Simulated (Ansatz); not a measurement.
# MgZn15O16: the cost of one run

Method: DFT PBEsol, scalar-relativistic, plane waves, PAW, in Ansatz 0.2.0.

That is the level of the relaxation; later steps name their own.

### Step 1. The system as given

The structure is trigonal, space group P3m1 (No. 156). The conventional cell has a = 6.498 Å, b = 6.498 Å, c = 10.410 Å, α = 90.00°, β = 90.00°, γ = 120.00°. Around Mg (site symmetry 3m) lie 4 O at 1.97 to 1.98 Å. Zn (site symmetry 3m) is surrounded by 4 O at 1.97 to 1.98 Å. Zn (site symmetry m) is surrounded by 4 O at 1.97 to 1.98 Å. Only part of the 16 independent sites is listed.

Coordinates:

```
Mg Zn O
1.0
     3.24876   -5.62702    0.00000
     3.24876    5.62702    0.00000
     0.00000    0.00000   10.40967
Mg Zn O
1 15 16
Direct
  0.33333 0.16667 0.25000
  0.33333 0.16667 0.75000
  0.83333 0.16667 0.25000
  0.83333 0.16667 0.75000
  0.33333 0.66667 0.25000
  0.33333 0.66667 0.75000
  0.83333 0.66667 0.25000
  0.83333 0.66667 0.75000
  0.66667 0.33333 0.00000
  0.66667 0.33333 0.50000
  0.16667 0.33333 0.00000
  0.16667 0.33333 0.50000
  0.66667 0.83333 0.00000
  0.66667 0.83333 0.50000
  0.16667 0.83333 0.00000
  0.16667 0.83333 0.50000
  0.66667 0.33333 0.18951
  0.66667 0.33333 0.68951
  0.16667 0.33333 0.18951
  0.16667 0.33333 0.68951
  0.66667 0.83333 0.18951
  0.66667 0.83333 0.68951
  0.16667 0.83333 0.18951
  0.16667 0.83333 0.68951
  0.33333 0.16667 0.43950
  0.33333 0.16667 0.93951
  0.83333 0.16667 0.43950
  0.83333 0.16667 0.93951
  0.33333 0.66667 0.43950
  0.33333 0.66667 0.93951
  0.83333 0.66667 0.43950
  0.83333 0.66667 0.93951
```

(A quick probe on a coarse mesh, which set the mesh and smearing, is not shown.)

### Step 3. Full relaxation

The input, input.yaml:

```yaml
crystal:
  lattice:
    - [3.24876225, -5.62702128, 0.0]
    - [3.24876225, 5.62702128, 0.0]
    - [0.0, 0.0, 10.40966931]
  atoms:
    - { symbol: Mg, position: [0.33333333, 0.16666667, 0.25] }
    - { symbol: Zn, position: [0.33333333, 0.16666667, 0.75] }
    - { symbol: Zn, position: [0.83333333, 0.16666667, 0.25] }
    - { symbol: Zn, position: [0.83333333, 0.16666667, 0.75] }
    - { symbol: Zn, position: [0.33333333, 0.66666667, 0.25] }
    - { symbol: Zn, position: [0.33333333, 0.66666667, 0.75] }
    - { symbol: Zn, position: [0.83333333, 0.66666667, 0.25] }
    - { symbol: Zn, position: [0.83333333, 0.66666667, 0.75] }
    - { symbol: Zn, position: [0.66666667, 0.33333333, 0.0] }
    - { symbol: Zn, position: [0.66666667, 0.33333333, 0.5] }
    - { symbol: Zn, position: [0.16666667, 0.33333333, 0.0] }
    - { symbol: Zn, position: [0.16666667, 0.33333333, 0.5] }
    - { symbol: Zn, position: [0.66666667, 0.83333333, 0.0] }
    - { symbol: Zn, position: [0.66666667, 0.83333333, 0.5] }
    - { symbol: Zn, position: [0.16666667, 0.83333333, 0.0] }
    - { symbol: Zn, position: [0.16666667, 0.83333333, 0.5] }
    - { symbol: O, position: [0.66666667, 0.33333333, 0.189505] }
    - { symbol: O, position: [0.66666667, 0.33333333, 0.689505] }
    - { symbol: O, position: [0.16666667, 0.33333333, 0.189505] }
    - { symbol: O, position: [0.16666667, 0.33333333, 0.689505] }
    - { symbol: O, position: [0.66666667, 0.83333333, 0.189505] }
    - { symbol: O, position: [0.66666667, 0.83333333, 0.689505] }
    - { symbol: O, position: [0.16666667, 0.83333333, 0.189505] }
    - { symbol: O, position: [0.16666667, 0.83333333, 0.689505] }
    - { symbol: O, position: [0.33333333, 0.16666667, 0.439505] }
    - { symbol: O, position: [0.33333333, 0.16666667, 0.939505] }
    - { symbol: O, position: [0.83333333, 0.16666667, 0.439505] }
    - { symbol: O, position: [0.83333333, 0.16666667, 0.939505] }
    - { symbol: O, position: [0.33333333, 0.66666667, 0.439505] }
    - { symbol: O, position: [0.33333333, 0.66666667, 0.939505] }
    - { symbol: O, position: [0.83333333, 0.66666667, 0.439505] }
    - { symbol: O, position: [0.83333333, 0.66666667, 0.939505] }
basis:
  ecutwfc: 420
kpoints:
  mp_grid: { grid: [6, 6, 4] }
hamiltonian:
  xc: pbesol
scf:
  occupations: { method: gaussian, width: 0.02 }
output:
  forces: true
  stress: true
  eigenvalues: true
  write_density: true
  write_potential: true
  elf: true
  volumetric_format: npy
relax:
  adjacent_minimum: "off"
  f_tol: 0.005
  max_steps: 80
  cell: { stress_tol: 0.05 }
```

Started as:

```bash
> ansatz run input.yaml --threads 8 --pin off --max-ram 22528MiB --backend cpu --events-out ev --progress --plain --runs-dir out
```

Q: Estimate wall time and peak memory on 8 threads of Arm Neoverse V2, shared host.

About 3.9 min, with a peak of 3.2 GiB.
